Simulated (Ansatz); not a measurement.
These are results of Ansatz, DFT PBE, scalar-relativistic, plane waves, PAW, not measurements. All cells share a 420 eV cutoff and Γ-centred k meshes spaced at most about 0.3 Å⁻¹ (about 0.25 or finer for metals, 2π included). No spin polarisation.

Each guess is relaxed in cell and atoms at zero pressure, on a coarse mesh first where it starts far from rest and then on a converged one. The steps can't lower the symmetry of the start, but it can rise. Energies are static (0 K, no zero-point motion).

This guess for Bi4Te3 isn't its lowest structure:

```cif
data_structure
_symmetry_space_group_name_H-M 'P-6m2'
_symmetry_Int_Tables_number 187
_cell_length_a 6.2848
_cell_length_b 6.2848
_cell_length_c 8.1058
_cell_angle_alpha 90.000
_cell_angle_beta 90.000
_cell_angle_gamma 120.000
_cell_volume 277.27
loop_
_atom_site_label
_atom_site_type_symbol
_atom_site_symmetry_multiplicity
_atom_site_Wyckoff_symbol
_atom_site_fract_x
_atom_site_fract_y
_atom_site_fract_z
_atom_site_occupancy
Bi1 Bi 3 k 0.54225 0.45775 0.50000 1
Bi2 Bi 1 c 0.33333 0.66667 0.00000 1
Te1 Te 3 k 0.20517 0.79483 0.50000 1
```

Q: What does it relax into?

A: P-6m2 at 39.6 Å³/atom → P-6m2 at 32.9 Å³/atom. Conventional cell: a = 8.992 Å, c = 3.288 Å. Bi on a site of symmetry mm2 is surrounded by 2 Te at 3.27 Å, 4 Bi at 3.29–3.41 Å and 2 Bi at 3.62 Å; Bi on a site of symmetry -6m2 is surrounded by 2 Bi at 3.29 Å, 6 Bi at 3.62 Å and 6 Te at 3.70 Å; Te has 4 Te at 3.25–3.29 Å, 2 Bi at 3.27 Å and 2 Bi at 3.70 Å.

```yaml
crystal:
  lattice:
    - [8.99164, 0.00000, 0.00000]
    - [-4.49582, 7.78699, 0.00000]
    - [0.00000, 0.00000, 3.28781]
  atoms:
    - { symbol: Bi, position: [0.54040, 0.45960, 0.50000] }
    - { symbol: Bi, position: [0.54040, 0.08080, 0.50000] }
    - { symbol: Bi, position: [0.91920, 0.45960, 0.50000] }
    - { symbol: Bi, position: [0.33333, 0.66667, 0.00000] }
    - { symbol: Te, position: [0.12047, 0.87953, 0.50000] }
    - { symbol: Te, position: [0.12047, 0.24094, 0.50000] }
    - { symbol: Te, position: [0.75906, 0.87953, 0.50000] }
```

Q: How far does this end lie above the lowest form of Bi4Te3 relaxed in the same way, and what is that form?

A: It lies 0.30 eV/atom above the lowest of the 5 forms computed, a structure that the Crystallography Open Database (COD) lists. Space group R-3m (No. 166), trigonal, a = 4.508 Å, c = 43.006 Å. Bi on its first site is surrounded by 6 Te at 3.11–3.29 Å; around Bi on its second site lie 3 Bi at 3.09 Å and 3 Te at 3.70 Å; Te on a site of symmetry -3m is surrounded by 6 Bi at 3.29 Å; around Te on a site of symmetry 3m lie 3 Bi at 3.11 Å and 3 Bi at 3.70 Å. That form has 36.0 Å³/atom and a gap of 0.12 eV on its mesh; the guess's end has none. Counting Te atoms around Bi (those within 1.25 times the shortest such distance or 1.15 times the sum of covalent radii, 1.27 where that leaves under three; the shortest distance is added where it exceeds 1.18 times the sum of covalent radii; a slash parts the counts of unlike sites), the guess's end has Bi 2/6 from 3.7 Å and the lowest form has Bi 3 from 3.7 Å/6.

Spin–orbit coupling, which can matter for Bi and Te, is left out. Kohn–Sham gaps at this level usually fall short of measured ones. The missing spin–orbit coupling can work the other way here. Some candidate types were left out of the draw beforehand, so a known form may be missing.

The collapsed guess is denser than the R-3m form yet lies 0.30 eV/atom higher, so close packing doesn't make up for poorer bonding. In R-3m, Bi2Te3-like quintuple layers alternate with bismuth bilayers. The first keep Te bonded to Bi, and the second put the surplus Bi into short, covalent Bi–Bi bonds through its p orbitals. The guess instead stacks Te triangles into columns along c, with Te–Te contacts well beyond a single bond and many stretched Bi–Bi contacts. This sacrifices favourable polar Bi–Te bonding and suggests delocalised, electron-deficient p bonding, in keeping with the missing gap.

The 3.70 Å Bi–Te contacts in R-3m join neighbouring layers and are probably somewhat too long, since PBE lacks long-range dispersion. Adding that attraction could also shift the energy difference, perhaps in favour of the denser structure. The smaller volume means that compression would initially favour the guess over R-3m, but whether it ever becomes the stable phase under pressure isn't shown.
